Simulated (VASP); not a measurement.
# Nb in VASP: relaxation of the atoms with PBE

Aim: the relaxation of the atoms of Nb with PBE.

All numbers are computed with VASP 6.6.1; they aren't measurements. Logs are shortened: lines on timing, memory, paths and dates and some standing lists are left out, and cuts for length are marked.

### Step 1. The slab as given

The cell holds a slab with vacuum, 3 atoms: a = 2.866 Å, b = 2.866 Å, c = 19.879 Å, α = 90.00°, β = 90.00°, γ = 109.47°.

The cell was built by a generator and needn't be a form met in nature.

### Step 2. Relaxation of the atoms, PBE

INCAR reads:

```
SYSTEM = Nb
PREC = Accurate ; ENCUT = 520
EDIFF = 1E-6 ; ISMEAR = 1
SIGMA = 0.1 ; LREAL = .False.
LASPH = .True. ; NELM = 120
ALGO = Normal ; ISIF = 2
LWAVE = .False. ; LCHARG = .False.
LDIPOL = .True. ; IDIPOL = 3
DIPOL = 0.5 0.5 0.500 ; GGA = PE
IBRION = 2 ; NSW = 90
EDIFFG = -0.02 ; KPAR = 2
```

KPOINTS reads:

```
Automatic mesh
0
Gamma
  12 12 1
  0 0 0
```

POSCAR reads:

```
Nb
1.0
    2.8655568500      0.0000000000      0.0000000000
   -0.9551856200      2.7016728600      0.0000000000
    0.0000000000      0.0000000000     19.8794566000
Nb
3
Selective dynamics
Direct
    0.0000000000      0.0000000000      0.3823042100  F F F
    0.5000000000      0.5000000000      0.4999974500  T T T
    0.0000000000      0.0000000000      0.6176957900  T T T
```

Potentials or basis: VASP PAW PBE potentials, release 64 (Nb_sv).

The run is started by

```console
$ cat potpaw_PBE.64/Nb_sv/POTCAR > POTCAR
$ mpirun -np 2 vasp_std > vasp.out
```

OUTCAR:

```text
SYSTEM = Nb
   PREC = Accurate
   ENCUT = 520
   EDIFF = 1E-6
   ISMEAR = 1
   LREAL = .False.
   LASPH = .True.
   NELM = 120
   ISIF = 2
   GGA = PE
   IBRION = 2
   NSW = 90
   EDIFFG = -0.02

 ion  position               nearest neighbor table
   1  0.000  0.000  0.382-   2 2.87   2 2.87
   2  0.500  0.500  0.500-   1 2.87   1 2.87   3 2.87   3 2.87
   3  0.000  0.000  0.618-   2 2.87   2 2.87

  LATTYP: Found a base centered orthorhombic cell.
 ALAT       =     3.3088599969
 B/A-ratio  =     1.4142135723
 C/A-ratio  =     6.0079473350

  Lattice vectors:

 A1 = (   2.8655568500,   0.0000000000,   0.0000000000)
 A2 = (  -0.9551856200,   2.7016728600,   0.0000000000)
 A3 = (   0.0000000000,   0.0000000000,  19.8794566000)

Analysis of symmetry for initial positions (statically):
=====================================================================
 Subroutine PRICEL returns:
 Original cell was already a primitive cell.

 Routine SETGRP: Setting up the symmetry group for a
 base centered orthorhombic supercell.

 Subroutine GETGRP returns: Found  8 space group operations
 (whereof  8 operations were pure point group operations)
 out of a pool of  8 trial point group operations.

The static configuration has the point symmetry D_2h.

Analysis of symmetry for dynamics (positions and initial velocities):
=====================================================================
 Subroutine PRICEL returns:
 Original cell was already a primitive cell.

 Routine SETGRP: Setting up the symmetry group for a
 base centered orthorhombic supercell.

 Subroutine GETGRP returns: Found  8 space group operations
 (whereof  8 operations were pure point group operations)
 out of a pool of  8 trial point group operations.

The dynamic configuration has the point symmetry D_2h.

Analysis of constrained symmetry for selective dynamics:
=====================================================================
 Subroutine PRICEL returns:
 Original cell was already a primitive cell.
[... 147 lines left out ...]
 NGX is ok and might be reduce to    24
   NGX = 11   NGY = 11   NGZ = 73

--------------------------------------- Ionic step        1  -------------------------------------------

 number of electron      39.0000001 magnetization

 Free energy of the ion-electron system (eV)
  ---------------------------------------------------
  ext. energy  EPLUGINS =         0.00000000
  ---------------------------------------------------
  free energy    TOTEN  =       -28.59722993 eV

  energy without entropy =      -28.59944948  energy(sigma->0) =      -28.59796978

------------------------ aborting loop because EDIFF is reached ----------------------------------------

  FORCE on cell =-STRESS in cart. coord.  units (eV):
  Direction    XX          YY          ZZ          XY          YZ          ZX
  --------------------------------------------------------------------------------------
  -------------------------------------------------------------------------------------
  Total       -4.7215263     -4.0591940     -1.8396774      0.9366791      0.0000000      0.0000000
  in kB      -49.1526231    -42.2575289    -19.1516391      9.7511335      0.0000000      0.0000000
  external PRESSURE =     -36.8539304 kB  Pullay stress =       0.0000000 kB
[... 137 lines left out ...]
 number of electron      39.0000000 magnetization

------------------------ aborting loop because EDIFF is reached ----------------------------------------

 vacuum level on the upper side and lower side of the slab       (xc-potential included)        -0.041         0.023

  FORCE on cell =-STRESS in cart. coord.  units (eV):
  Direction    XX          YY          ZZ          XY          YZ          ZX
  --------------------------------------------------------------------------------------
  -------------------------------------------------------------------------------------
  Total       -3.9547654     -3.3982278     -0.4680031      0.7870629      0.0000000      0.0000000
  in kB      -41.1703933    -35.3766553     -4.8720640      8.1935809      0.0000000      0.0000000
  external PRESSURE =     -27.1397042 kB  Pullay stress =       0.0000000 kB
[... 18 lines left out ...]
  FREE ENERGIE OF THE ION-ELECTRON SYSTEM (eV)
  ---------------------------------------------------
  free  energy   TOTEN  =       -28.6197374192 eV

  energy  without entropy=      -28.6203174901  energy(sigma->0) =      -28.61993078

 dipolmoment           0.000000      0.000000     -0.000067 electrons x Angstroem

--------------------------------------- Ionic step        6  -------------------------------------------

 number of electron      39.0000001 magnetization

 dipolmoment           0.000000      0.000000      0.000099 electrons x Angstroem

 Free energy of the ion-electron system (eV)
  ---------------------------------------------------
  ext. energy  EPLUGINS =         0.00000000
  ---------------------------------------------------
  free energy    TOTEN  =       -28.62385634 eV

  energy without entropy =      -28.62361685  energy(sigma->0) =      -28.62377651

 E-fermi :   1.1931     XC(G=0):  -5.4299

 val. band max:        1.1913932500   @ k =   0.3333   0.1667   0.0000
 cond. band min:       1.1961452349   @ k =   0.5000   0.2500   0.0000
 fundamental gap:      0.0047519850
 Fermi energy:         1.1930654408

 k-point     1 :       0.0000    0.0000    0.0000
  band No.  band energies     occupation
      1     -53.5084      2.00000
      2     -53.4733      2.00000
      3     -53.1718      2.00000
      4     -30.0302      2.00000
      5     -29.6238      2.00000
      6     -29.1640      2.00000
[... 613 lines left out ...]
     22       2.6534     -0.00000
     23       2.9381     -0.00000

 [... further k-points ...]

------------------------ aborting loop because EDIFF is reached ----------------------------------------

 vacuum level on the upper side and lower side of the slab       (xc-potential included)        -0.004        -0.097

  FORCE on cell =-STRESS in cart. coord.  units (eV):
  Direction    XX          YY          ZZ          XY          YZ          ZX
  --------------------------------------------------------------------------------------
  -------------------------------------------------------------------------------------
  Total       -3.6619942     -3.1529301      0.0066950      0.7199252      0.0000000      0.0000000
  in kB      -38.1225493    -32.8230266      0.0696974      7.4946550      0.0000000      0.0000000
  external PRESSURE =     -23.6252928 kB  Pullay stress =       0.0000000 kB
[... 18 lines left out ...]
  FREE ENERGIE OF THE ION-ELECTRON SYSTEM (eV)
  ---------------------------------------------------
  free  energy   TOTEN  =       -28.6238563371 eV

  energy  without entropy=      -28.6236168472  energy(sigma->0) =      -28.62377651

 reached required accuracy - stopping structural energy minimisation

 vacuum level on the upper side and lower side of the slab         5.763         5.692
```

OSZICAR:

```text
N       E                     dE             d eps       ncg     rms          rms(c)
DAV:   1     0.432990744897E+03    0.43299E+03   -0.21994E+04  2482   0.152E+03
DAV:   2     0.111653455464E+02   -0.42183E+03   -0.41605E+03  2482   0.591E+02
DAV:   3    -0.277697505130E+02   -0.38935E+02   -0.38346E+02  3707   0.121E+02
[... 78 lines left out ...]
DAV:  12    -0.286238476378E+02   -0.26766E-05   -0.63027E-07  1514   0.744E-03    0.302E-03
DAV:  13    -0.286238520641E+02   -0.44263E-05   -0.16360E-06  1613   0.624E-03    0.179E-03
DAV:  14    -0.286238545236E+02   -0.24595E-05   -0.89027E-07  1500   0.612E-03    0.891E-04
DAV:  15    -0.286238558470E+02   -0.13234E-05   -0.45832E-07  1472   0.405E-03    0.452E-04
DAV:  16    -0.286238563371E+02   -0.49003E-06   -0.18338E-07  1388   0.326E-03
   6 F= -.28623856E+02 E0= -.28623777E+02  d E =-.100597E-01
```

Wall time 4.3 min (2 MPI ranks of AMD EPYC 9R45 (Zen 5), shared host); peak memory 0.33 GiB.

What came out:

- Free energy: -28.6239 eV
- Energy gained by relaxing: 8.9 meV/atom
- Ionic steps: 6
- Band gap on the k mesh: none (metal or under the smearing width)

Step by step:
| step | energy change (eV) | largest force (eV/Å) | pressure (GPa) |
| --- | --- | --- | --- |
| 1 | 0.0000 | 0.3855 | -3.69 |
| 2 | -0.0065 | 0.3660 | -3.51 |
| 3 | -0.0164 | 0.3024 | -2.97 |
| 4 | -0.0166 | 0.3006 | -2.89 |
| 5 | -0.0225 | 0.1954 | -2.71 |
| 6 | -0.0266 | 0.0150 | -2.36 |

Final structure:
```xyz
3
Lattice="2.8656 0.0000 0.0000 -0.9552 2.7017 0.0000 0.0000 0.0000 19.8795" Properties=species:S:1:pos:R:3 pbc="T T T"
Nb    0.0000    0.0000    7.6000
Nb    0.9552    1.3508    9.8700
Nb    0.0000    0.0000   12.1426
```
